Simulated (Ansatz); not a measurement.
Q: Write an Ansatz input for a single-point calculation of EuO with PBEsol (scalar-relativistic), a cutoff of 420 eV (density cutoff 4 times that), a Γ-centred 10×10×10 mesh and Gaussian smearing of 0.05 eV, with collinear spin, starting moments 7.00, 0.00 μB on the atoms in order. Forces, stress and eigenvalues are wanted, and also Löwdin populations. The structure:
```
Eu O
1.0
     0.0000000000    2.5804963647    2.5804963647
     2.5804963647    0.0000000000    2.5804963647
     2.5804963647    2.5804963647    0.0000000000
Eu O
1 1
Direct
  0.5000000000 0.5000000000 0.5000000000
  0.0000000000 0.0000000000 0.0000000000
```

A: 
```yaml
crystal:
  lattice:
    - [0.0, 2.5804963647, 2.5804963647]
    - [2.5804963647, 0.0, 2.5804963647]
    - [2.5804963647, 2.5804963647, 0.0]
  atoms:
    - { symbol: Eu, position: [0.5, 0.5, 0.5], spin: 7.0 }
    - { symbol: O, position: [0.0, 0.0, 0.0] }
basis:
  ecutwfc: 420
  ecutrho_ratio: 4
kpoints:
  mp_grid: { grid: [10, 10, 10] }
hamiltonian:
  xc: pbesol
scf:
  occupations: { method: gaussian, width: 0.05 }
output:
  forces: true
  stress: true
  eigenvalues: true
  populations: true
magnetization:
  spin_polarized: true
```

Launched as:
```sh
ansatz run input.yaml --threads 4 --pin off --max-ram 4096MiB --backend cpu --events-out ev --progress --plain --runs-dir out
```

Run as written, it has 23 valence electrons, 645 plane waves at Γ, 48 symmetry operations and 47 irreducible k-points; it took 13 SCF iterations in all. 

The start was a prototype's sites filled with these elements; the Crystallography Open Database holds the compound in this structure.
